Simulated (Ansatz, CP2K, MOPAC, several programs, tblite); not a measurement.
**What each method gives for SnGe5 (ordering on diamond)**

SnGe5 as one 6-atom ordering (P3m1) on the diamond lattice, relaxed with r2SCAN in Ansatz, was computed with several methods. Space group P3m1 (No. 156), trigonal; conventional cell a = 4.139 Å, c = 10.073 Å, 24.91 Å³ an atom. Around Ge lie 3 Ge at 2.51 Å and 1 Sn at 2.65 Å; around Ge lie 4 Ge at 2.46–2.51 Å; around Ge lie 1 Ge at 2.45 Å and 3 Sn at 2.58 Å; around Ge lie 4 Ge at 2.45–2.51 Å; around Sn lie 4 Ge at 2.58–2.65 Å. Computed, not measured; no magnetism was allowed, and whether the structure is a known phase isn't checked.

```cif
data_structure
_symmetry_space_group_name_H-M 'P3m1'
_symmetry_Int_Tables_number 156
_cell_length_a 4.1393
_cell_length_b 4.1393
_cell_length_c 10.0727
_cell_angle_alpha 90.000
_cell_angle_beta 90.000
_cell_angle_gamma 120.000
_cell_volume 149.46
loop_
_atom_site_label
_atom_site_type_symbol
_atom_site_symmetry_multiplicity
_atom_site_Wyckoff_symbol
_atom_site_fract_x
_atom_site_fract_y
_atom_site_fract_z
_atom_site_occupancy
Ge1 Ge 1 a 0.00000 0.00000 0.98634 1
Ge2 Ge 1 c 0.66667 0.33333 0.66600 1
Ge3 Ge 1 b 0.33333 0.66667 0.34710 1
Ge4 Ge 1 c 0.66667 0.33333 0.91057 1
Ge5 Ge 1 b 0.33333 0.66667 0.59055 1
Sn1 Sn 1 a 0.00000 0.00000 0.24943 1
```

Gaps and times are for a single point on this cell; volume and bulk modulus come from each method's own relaxation or energy curve at fixed shape, which is too stiff where a cell has free coordinates or axes. Times are rough, from shared hosts (Arm Neoverse V1), and each method has its own mesh and cell size. A double dagger marks a value from a curve with shape and coordinates held. PM6 (MOPAC), PM7 (MOPAC), GFN1-xTB (tblite) treat a cluster of cells at its zone centre, which samples few k points: where these miss a band edge, the gap comes out too large for that reason alone. Gaps from k meshes are read at a limited set of points (mesh, symmetry points, PBE's band edges), so each method's own least gap may be somewhat smaller. xTB and the PM methods were fitted mostly to molecules, and can miss a solid's gap by electronvolts. Minimal bases can be far off for gaps. d marks a direct gap, i an indirect one (no mark: not told apart), a dash a value that wasn't computed or didn't pass its checks.

| method | kind | gap (eV) | own volume (Å³/atom) | bulk modulus (GPa) | atoms computed | processor time |
| --- | --- | --- | --- | --- | --- | --- |
| PM7 (MOPAC) | semi-empirical | 4.13 | – | – | 54 | 2.9 s |
| GFN1-xTB (tblite) | tight binding | 0 | 26.80‡ | 65‡ | 54 | 5.4 s |
| PM6 (MOPAC) | semi-empirical | 4.99 | – | – | 54 | 5.5 s |
| light PBE (260 eV, its own mesh) | light plane-wave | overlap 0.23 | – | – | 6 | 8 s |
| PBE/SZV (CP2K) | small basis | 0 | 24.40‡ | 77‡ | 6 | 9 s |
| PBE/DZVP (CP2K) | small basis | overlap 0.24 | 26.39‡ | 51‡ | 6 | 19 s |
| PBE | semilocal | overlap 0.22 | 25.99 | 52‡ | 6 | 72 s |
| r2SCAN | semilocal | overlap 0.23 | 24.91 | 64‡ | 6 | 2.1 min |

Volumes against r2SCAN's: PBE +4.3 %.

Runs without a result: GFN2-xTB (tblite) (single point).

With PBE and r2SCAN the bands overlap or touch, or nearly. Semilocal functionals can close a real gap, so this doesn't show a metal; small gaps of other methods may in turn close between the points read or with spin-orbit coupling, and the solid may be a semimetal.

The runs are scalar-relativistic, without spin-orbit coupling.
